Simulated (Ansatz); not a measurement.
**ZrS2 (CdI2 type): zero-pressure volume and bulk modulus with revPBE + D3(BJ)**

The task here is to estimate one member of a computed series from the others.

Program: Ansatz 0.2.0. Level of theory: DFT revPBE + D3(BJ), scalar-relativistic, plane waves, PAW. These are calculated values, not measurements.

1 further run of the same task is left out (set aside as unsound or not needed). Runs told in other sessions of the task aren't counted.

## The system as given

Symmetry: P-3m1, No. 164, trigonal system. The conventional cell has a = 3.644 Å, b = 3.644 Å, c = 5.806 Å, α = 90.00°, β = 90.00°, γ = 120.00°. Zr (site symmetry -3m) has 6 S at 2.56 Å in its first shell of neighbours. Around S (site symmetry 3m) lie 3 Zr at 2.56 Å.

Coordinates:

```cif
data_structure
_symmetry_space_group_name_H-M 'P-3m1'
_symmetry_Int_Tables_number 164
_cell_length_a 3.6437
_cell_length_b 3.6437
_cell_length_c 5.8059
_cell_angle_alpha 90.000
_cell_angle_beta 90.000
_cell_angle_gamma 120.000
_cell_volume 66.76
loop_
_atom_site_label
_atom_site_type_symbol
_atom_site_symmetry_multiplicity
_atom_site_Wyckoff_symbol
_atom_site_fract_x
_atom_site_fract_y
_atom_site_fract_z
_atom_site_occupancy
Zr1 Zr 1 a 0.00000 0.00000 0.00000 1
S1 S 2 d 0.33333 0.66667 0.25101 1
```

An earlier run on this cell at PBE gave 2.32 GPa at 22.252 Å³/atom (8×8×4 mesh), mesh gap 0.77 eV.

Set-up of the first run:

Contents of input.yaml:

```yaml
crystal:
  lattice:
    - [3.643748191, 0.0, 0.0]
    - [-1.8218740955, 3.1555784984, 0.0]
    - [0.0, 0.0, 5.8059423572]
  atoms:
    - { symbol: Zr, position: [0.0, 0.0, 0.0] }
    - { symbol: S, position: [0.3333333333, 0.6666666667, 0.2510079396] }
    - { symbol: S, position: [0.6666666667, 0.3333333333, 0.7489920604] }
basis:
  ecutwfc: 420
  ecutrho_ratio: 4
kpoints:
  mp_grid: { grid: [8, 8, 4] }
hamiltonian:
  xc: revpbe
  dispersion: d3bj
scf:
  occupations: { method: gaussian, width: 0.05 }
output:
  forces: true
  stress: true
  eigenvalues: true
relax:
  f_tol: 0.02
  max_steps: 40
  cell: { stress_tol: 0.2, fix: [volume] }
```

Command:

```console
> ansatz run input.yaml --threads 4 --pin off --max-ram 8192MiB --backend cpu --events-out ev --progress --plain --runs-dir out
```

Among the steps run: At the given cell; Stepping to 21.951 Å³/atom; Stepping to 20.940 Å³/atom; Stepping to 20.931 Å³/atom; Stepping to 20.939 Å³/atom; Volume × 0.98 of the new zero; Volume × 1.02 of the new zero; Volume × 0.96 of the new zero; Volume × 1.04 of the new zero.

One of the session's tables, all rows but one given; the rest of the session is left out.

It belongs to the step «Energy and pressure against volume». 

```
volume (Å³/atom)  energy (meV/atom)  pressure (GPa)
          20.102               5.80            2.24
          20.521                  ?               ?
          20.939               0.00            0.12
          21.358               0.88           -0.75
          21.777               3.74           -1.45
```

**Question.** Estimate the row for volume (Å³/atom) = 20.521.

Worked estimate for «energy (meV/atom)». A straight line through the neighbours (20.102, 5.80) and (20.939, 0.00) gives 5.80 + (0.00 − 5.80) × (20.521 − 20.102) / (20.939 − 20.102) = 2.90; a parabola fitted to 3 rows on both sides gives 1.64.

The run gave: energy (meV/atom): 1.48; pressure (GPa): 1.10. In «energy (meV/atom)» the line misses by +1.42 and the parabola by +0.16.
